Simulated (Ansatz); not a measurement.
# Twisted graphene monolayer on bilayer, 21.79° (42 atoms): taking the cell apart: runs compared

Aim: the interaction energy between the two parts of twisted graphene monolayer on bilayer, 21.79° (42 atoms) and its distance dependence.

Computed with Ansatz 0.2.0: Kohn-Sham DFT, LDA, PAW (set soft_2), plane waves.

**1. The cell as built**

The cell holds 42 atoms: 42 C. Its edges and angles: a = 6.508 Å, b = 6.509 Å, c = 20.690 Å, α = 90.0°, β = 90.0°, γ = 120.0°. It derives from C (graphene). Graphene (a = 2.46 Å) under graphene (a = 2.46 Å), monolayer on bilayer, commensurate cell of 7 unit cells a layer, twist 21.79 deg; facing planes 3.32, 3.37 Å apart as built; 14 Å of vacuum; minimised with a classical potential. Regions: layer 1, 14 atoms (14 C); layer 2, 14 atoms (14 C); layer 3, 14 atoms (14 C). Vacuum lies along c.

What the set-up can't give: The cell is under 6 Å thick along two periodic directions, so every atom has periodic images of itself close by, which move with it and show among its neighbours and in g(r).

**2. The reference run**

The reference is a single point at the end of the relaxation.

The parts (lower: layer 1 and layer 2 and upper: layer 3) keep their atoms where they stand in it, and shifted cells move the upper part rigidly.

Its input, with most atom lines left out:

```yaml
crystal:
  lattice:
    - [6.5085, 0.0, 0.0]
    - [-3.25425, 5.63653, 0.0]
    - [0.0, 0.0, 20.69]
  atoms:
    - { symbol: C, position: [0.19048, 0.2381, 0.33909] }
    - { symbol: C, position: [0.2381, 0.04762, 0.33925] }
    - { symbol: C, position: [0.33333, 0.66667, 0.33909] }
    - { symbol: C, position: [0.38095, 0.47619, 0.33924] }
    - { symbol: C, position: [0.47619, 0.09524, 0.33909] }
    - { symbol: C, position: [0.52381, 0.90476, 0.33924] }
    - { symbol: C, position: [0.61905, 0.52381, 0.33909] }
    [... atom lines 8 to 42 left out ...]
kpoints:
  mp_grid: { grid: [3, 3, 1] }
hamiltonian:
  xc: lda
scf:
  occupations: { method: gaussian, width: 0.05 }
output:
  forces: true
  populations: intrinsic
  dos:
    method: { smearing: { sigma: 0.08 } }
    de: 0.1
    projected:
      site_lists:
        C: [C]
        layer_1: [0, 1, 2, 3, 4, 5, 6, 7, 8, 9, 10, 11, 12, 13]
        layer_2: [14, 15, 16, 17, 18, 19, 20, 21, 22, 23, 24, 25, 26, 27]
        layer_3: [28, 29, 30, 31, 32, 33, 34, 35, 36, 37, 38, 39, 40, 41]
  eigenvalues: true
  write_density: true
  write_potential: true
  volumetric_format: npy
  elf: true
```

| Quantity | Value |
| --- | --- |
| free energy per atom | -242.9622 eV/atom |
| r.m.s. force component | 0.01257 eV/Å |

No gap is quoted, since levels at the Fermi energy are partly filled.

**3. The runs**

Each row is one run, on 4 threads of Arm Neoverse V2, shared host. The free energy is the program's total, comparable only between runs with the same functional, potentials and atoms, or as a whole against its parts.

| run | atoms | outcome | ionic steps, all passes | free energy (eV) | time | host memory (GiB) |
| --- | --- | --- | --- | --- | --- | --- |
| Single point at the start | 42 | converged | - | -10204.393 | 6.1 s | 1.3 |
| Relaxation | 42 | converged | 3 | -10204.412 | 18 s | 1.3 |
| Single point at the relaxed geometry | 42 | converged | - | -10204.412 | 13 s | 1.4 |
| The lower part alone | 28 | converged | - | -6802.904 | 5.6 s | 1.0 |
| The upper part alone | 14 | converged | - | -3401.219 | 2.5 s | 0.74 |
| Upper part moved by +0.3 Å | 42 | converged | - | -10204.358 | 11 s | 1.4 |
| Upper part moved by -0.3 Å | 42 | converged | - | -10204.306 | 9.3 s | 1.4 |
| Upper part moved by +0.8 Å | 42 | converged | - | -10204.235 | 13 s | 1.4 |
| Upper part moved by +1.6 Å | 42 | converged | - | -10204.147 | 9.3 s | 1.4 |
| Upper part moved by +3 Å | 42 | converged | - | -10204.124 | 12 s | 1.4 |
| Whole cell, r2SCAN+D4 | 42 | converged | - | -10571.890 | 22 s | 2.7 |
| Lower part, r2SCAN+D4 | 28 | converged | - | -7047.730 | 9.8 s | 2.3 |
| Upper part, r2SCAN+D4 | 14 | converged | - | -3523.442 | 6 s | 2.0 |
| Whole cell, PBE+D3(BJ) | 42 | converged | - | -10544.267 | 6.3 s | 1.4 |
| Lower part, PBE+D3(BJ) | 28 | converged | - | -7029.302 | 3.2 s | 1.1 |
| Upper part, PBE+D3(BJ) | 14 | converged | - | -3514.258 | 1.6 s | 0.79 |
| Whole cell, revPBE+D3(BJ) | 42 | converged | - | -10589.803 | 6.8 s | 1.4 |
| Lower part, revPBE+D3(BJ) | 28 | converged | - | -7059.586 | 3.3 s | 1.1 |
| Upper part, revPBE+D3(BJ) | 14 | converged | - | -3529.222 | 1.8 s | 0.79 |

In some runs the program notes that positions were snapped to a detected symmetry and the exchange-correlation potential is rough where the density is thin.

**4. Interaction energy**

Whole cell less its two parts, each frozen at the geometry of the whole and solved in the same cell with the same functional, so that energy zeros cancel. The upper part is 'layer 3' and the lower part 'layer 1 and layer 2', so the cut is under the top layer, which needn't be the twisted interface. The nearest atoms of the two parts stand 3.44 Å apart. The face is 36.69 Å².

| functional | interaction energy (eV) | of it, the added dispersion term (eV) | per area (meV/Å²) | per area (J/m²) | per atom of the upper part (meV) |
| --- | --- | --- | --- | --- | --- |
| LDA | -0.289 | - | -7.9 | -0.13 | -20.7 |
| r2SCAN+D4 | -0.718 | -0.528 | -19.6 | -0.31 | -51.3 |
| PBE+D3(BJ) | -0.707 | -0.880 | -19.3 | -0.31 | -50.5 |
| revPBE+D3(BJ) | -0.995 | -1.438 | -27.1 | -0.43 | -71.1 |

**5. Energy against separation**

The upper part is moved rigidly along the normal from its place in the reference.

| shift (Å) | energy change (eV) | per area (meV/Å²) | share of the binding lost (%) |
| --- | --- | --- | --- |
| -0.3 | 0.106 | 2.90 | - |
| +0.0 | 0.000 | 0.00 | - |
| +0.3 | 0.054 | 1.47 | 19 |
| +0.8 | 0.177 | 4.82 | 61 |
| +1.6 | 0.266 | 7.24 | 92 |
| +3.0 | 0.288 | 7.86 | 100 |

**6. Levels of whole and parts**

| cell | level spacing (eV) | vacuum level at the upper face, over the highest filled level, or over E_F where no gap is given (eV) | moment (μB) |
| --- | --- | --- | --- |
| whole | - | 4.57 | no spin |
| lower part | - | 4.58 | no spin |
| upper part | - | 4.53 | no spin |

A dash marks a cell without a clear gap, or without a flat potential in the vacuum.

**7. Findings**

The parts bind with 7.9 meV/Å² (0.289 eV for the cell) at the level LDA. LDA holds no long-range dispersion, so what binding it gives comes from the overlap of the layers' densities and dies out faster with distance than real dispersion. At this one geometry the functionals range from -27.1 (revPBE+D3(BJ)) to -7.9 meV/Å² (LDA). The curvature over ±0.3 Å is 0.78×10²⁰ N/m³, and the energy rises faster on the near side. At +3.0 Å, 100 % of the binding is lost.

Caveats: The functionals run at their own default cutoffs. The k-mesh is coarse for these cells; its error cancels only in part between whole and parts. The parts are frozen, so the energy of their deformation isn't counted. No correction is made for dipoles across the vacuum, and the parts also feel their periodic images through it. The reference functional has no dispersion term, which matters for the binding between molecules or layers, where LDA binds through overlap of densities alone.

The DFT runs together took 2.7 min of wall time.

[Logs are printed without paths, hosts, clocks, repeated set-up lines and the standing remarks that a program may print on its own settings, such as how far it seeks lower states.]

[Hosts, paths, dates, database ids (printed as entryN), source tags and the programs' standing remarks are cut or masked in the printed files.]
